Cadmium selenide in the zinc-blende structure absorbs light once a photon can lift an electron across its band gap. Six density functionals were given the same atoms in the same cell, and each returned its own gap. The problem is to find out why the gaps come in the order they do.

Band gaps of zinc-blende CdSe at a fixed cubic cell edge of 6.1405 Å, from plane-wave PAW DFT in GPAW 26.7.0 with a 600 eV cutoff and no added dispersion correction. The self-consistent runs use a 6 × 6 × 6 k mesh and Fermi-Dirac smearing of 0.05 eV. Spin-orbit coupling is added afterwards and is included in both gaps.

```
functional                                           potentials  gap on path (eV)  direct gap on path (eV)
       LDA                 GPAW-PAW-data-sets-(gpaw-data-1.2.1)             0.135                    0.135
  BEEF-vdW                 GPAW-PAW-data-sets-(gpaw-data-1.2.1)             0.529                    0.529
     SOGGA  PAW-data-sets-made-by gpaw-setup-for-the-functional             0.279                    0.279
optPBE-vdW                 GPAW-PAW-data-sets-(gpaw-data-1.2.1)             0.414                    0.414
    r4SCAN                 GPAW-PAW-data-sets-(gpaw-data-1.2.1)             0.777                    0.777
    vdW-DF                 GPAW-PAW-data-sets-(gpaw-data-1.2.1)             0.499                    0.499
```

"Gap on path" is the smallest energy between filled and empty levels along the chosen path of wave vectors. "Direct gap on path" is the smallest such energy at a single wave vector. The two agree in every row because the highest filled and the lowest empty level both lie at Γ, the centre of the Brillouin zone. LDA's gap is small enough to raise a warning that it might close between mesh points, but it is open both on the mesh and along the path.

(a) Selenium is heavy enough for spin-orbit coupling to matter. How does the coupling change the gap, and does it set the order of the functionals?

Solution. The top of the valence band is built mainly from selenium 4p orbitals, whose orbital motion couples to the electron's spin. The lowest empty level is s-like and has no orbital motion to couple, so it stays where it is. Without coupling the valence top holds six states of equal energy. Coupling moves four of them up and two down while their average stays put:

4 × (Δ/3) − 2 × (2Δ/3) = 0

Here Δ is the splitting between the two groups. The valence top therefore rises by Δ/3, and the gap shrinks by the same amount.

The same runs also give the gaps before coupling was added, here called scalar gaps. Coupling lowers them by 0.13 eV on average, and this loss varies by less than 0.01 eV between functionals, whereas the gaps themselves spread over 0.64 eV. Coupling thus moves the whole series down and leaves its order alone. Two cautions apply to the size of the reduction. The calculated splittings are flagged as too wide, and for r4SCAN the coupling was computed without the exchange-correlation potential, so its value is not strictly comparable with the others.

(b) Four of the functionals, LDA, SOGGA, optPBE-vdW and vdW-DF, have exchange energies of a simple form. Why does the gap grow along this sequence, and how far does a model with one constant go?

Solution. LDA treats each point in the crystal as if it belonged to a uniform electron gas of the local density. The other three also respond to how quickly the density changes from place to place. The exchange part of this correction makes the potential deeper where electrons pile up and shallower in the hollows between. Relative to one another, a filled state that sits on the humps is lowered and an empty state that reaches into the hollows is raised, so the gap opens. Only this difference counts. On each run's own energy scale, whose zero may shift with the data sets, both band edges of CdSe lie higher in vdW-DF than in LDA, the empty one by more.

A simpler system shows this cleanly: a nearly uniform electron gas with a weak density wave running through it. At the zone boundary the filled standing wave has its crests on the density humps, and the empty one has its crests in the hollows. The correction pushes the two apart. Any likeness to CdSe is limited to the region between the atoms. The empty state of CdSe also has weight close to the nuclei, where the density varies steeply, so the argument makes the sign plausible without proving it.

For slowly varying density n, the gradient part of the exchange energy per volume is

e = −c μ |∇n|² / n^(4/3)

where c is a positive constant and μ states how strongly the functional responds to a gradient. The potential is the change of the total energy when density is added at one point:

v = ∂e/∂n − ∇·(∂e/∂∇n) = 2 c μ n^(−4/3) [∇²n − (2/3) |∇n|²/n]

At a crest of the wave the slope vanishes and the curvature ∇²n is negative, so v is negative. In a trough the curvature is positive, and so is v. With the density held fixed, the gap changes to first order by the average of v over the empty state less its average over the filled state. The density then readjusts and shifts the levels further, but for a small correction that shift is proportional to μ as well. The whole gain in gap therefore takes the form:

gain over LDA = A μ

The constant A was fitted to the scalar gaps of SOGGA, optPBE-vdW and vdW-DF, with LDA as the zero. Rough recalled values of μ are 0.12, 0.18 and 0.22 in that order, and the fit gives A = 1.53 eV.

SOGGA, the row that the model describes worst, makes a fair worked example, although it was part of the fit. Start from LDA's scalar gap, add the gain and take off the average effect of spin-orbit coupling:

gap = 0.267 + 1.53 × 0.12 − 0.128 ≈ 0.32 eV

The calculation gave 0.279 eV. The fitted model comes within 0.05 eV of the gap, but it overstates SOGGA's gain over LDA by about 30 percent of that gain.

One possible reason for the miss lies in the formula itself, which holds only for gentle gradients. In the three fitted functionals the enhancement of exchange levels off at a ceiling where the density changes steeply, and SOGGA's ceiling is low. A second one-constant fit to the same three rows, with the gain proportional to the height of this ceiling, comes within 0.02 eV of each. Strength and ceiling rise together along these functionals, so three rows cannot settle which of them matters more. A functional with a strong initial response but a low ceiling would separate the two.

Correlation changes along the sequence as well, and the model leaves it out. In SOGGA the gradient part of correlation works against that of exchange, and for a weak density wave it is expected to outweigh it. The wave therefore pictures exchange alone, and SOGGA's gain over LDA more likely comes from regions where the density varies steeply. The treatment of the atomic cores also blurs the comparison: SOGGA has PAW data sets of its own, while those used for optPBE-vdW and vdW-DF were not made for these functionals, and the error this brings was not tested. The step from optPBE-vdW to vdW-DF is cleaner, because these two share their treatment of correlation and differ in exchange, though the error from the data sets remains. The gap still grows there, by 0.085 eV. For another functional of this family in the same cell, the first guess is therefore that stronger gradient enhancement gives a wider gap. The printed analysis below holds both fits and their misses.

(c) BEEF-vdW and r4SCAN do not fit the simple form of part (b). What can be said about their places, and what are the gaps worth in practice?

Solution. BEEF-vdW has a flexible exchange function that one strength and one ceiling do not describe. Its gap lies only 0.03 eV above that of vdW-DF. The PAW data sets, which stand in for the atomic cores, were not made for either functional, and the error this brings was not tested. The order of these two is therefore best left without a cause.

r4SCAN is a different matter, for its gap exceeds that of BEEF-vdW by 0.25 eV, the largest step between neighbours in the ordered series. The scalar levels of the two runs show where the extra width arises. Measured from the valence top, r4SCAN puts the lowest empty level higher by 0.24 eV at Γ, by 0.24 eV at L and by 0.19 eV at X, the last two being points on the zone boundary. The lowest empty band rises at all three points, so the widening is not a peculiarity of the s-like state at Γ. Nor is a deeper Cd 4d shell a likely cause. These levels push the valence top up by mixing with it, but they lie almost equally far below it in both runs.

Theory offers a reason. The other five functionals give every electron, in a filled or an empty state, the same potential at a given point. r4SCAN also depends on the kinetic-energy density, which measures how sharply the orbitals themselves vary. Its effective potential therefore acts on an orbital's slope as well as on its value, and two states with equal density at a point can be treated differently there.

This matters because the true gap is the cost of removing an electron from the crystal less the energy regained by adding one. The level spacing in a common potential misses part of that difference, and an orbital-dependent functional can recover some of it. r4SCAN contains gradient terms too, and these runs do not show how the 0.25 eV divides between the two effects. Its data sets were not made for it either, which adds an uncertainty of unknown size.

For practical use, the measured gap is roughly 1.7 eV, a recalled value. LDA reaches about 8 percent of it and r4SCAN about 46 percent, so none of these gaps should be used to predict the absorption edge. The fixed cell adds a second caution. The stresses printed for LDA, SOGGA and r4SCAN show that each of them would prefer a smaller cell, LDA most strongly. Compression normally widens the gap at Γ in such a semiconductor, so the spacings in the table belong to this cell and would change if each functional chose its own.

Printed output of the fit:

```
Gaps and spin-orbit effect in eV:
         row  scalar_gap  gap_with_coupling  lowering  rise_of_valence_top  scalar_gain_over_LDA
         LDA      0.2668              0.135    0.1318               0.1322                     0
    BEEF-vdW      0.6578              0.529    0.1288               0.1297                 0.391
       SOGGA      0.4069              0.279    0.1279               0.1283                0.1401
  optPBE-vdW      0.5418              0.414    0.1278               0.1286                 0.275
      r4SCAN      0.9011              0.777    0.1241               0.1249                0.6343
      vdW-DF      0.6269              0.499    0.1279               0.1283                0.3601
Mean lowering of the gap by spin-orbit coupling, eV: 0.128
Spread of that lowering over the rows, eV: 0.00771
Spread of the gaps with coupling, eV: 0.642
Step LDA to SOGGA, eV: 0.144
Step SOGGA to optPBE-vdW, eV: 0.135
Step optPBE-vdW to vdW-DF, eV: 0.085
Step vdW-DF to BEEF-vdW, eV: 0.03
Step BEEF-vdW to r4SCAN, eV: 0.248
Slope of scalar gain against gradient coefficient mu, eV: 1.529
Model in mu less computed gain, SOGGA, eV: 0.04336
Model in mu less computed gain, optPBE-vdW, eV: 0.0001846
Model in mu less computed gain, vdW-DF, eV: -0.0238
Slope of scalar gain against ceiling kappa, eV: 0.2859
Model in kappa less computed gain, SOGGA, eV: 0.01718
Model in kappa less computed gain, optPBE-vdW, eV: 0.01095
Model in kappa less computed gain, vdW-DF, eV: -0.017
Rise of lowest empty level at Gamma, r4SCAN over BEEF-vdW, from valence top, eV: 0.2433
The same rise at L, eV: 0.241
The same rise at X, eV: 0.1947
Upper Cd 4d level below valence top at Gamma, BEEF-vdW, eV: 7.703
Upper Cd 4d level below valence top at Gamma, r4SCAN, eV: 7.689
Lower Cd 4d level below valence top at Gamma, BEEF-vdW, eV: 8.021
Lower Cd 4d level below valence top at Gamma, r4SCAN, eV: 8.07
LDA gap as percentage of rough measured 1.7 eV: 7.941
r4SCAN gap as percentage of rough measured 1.7 eV: 45.71
```
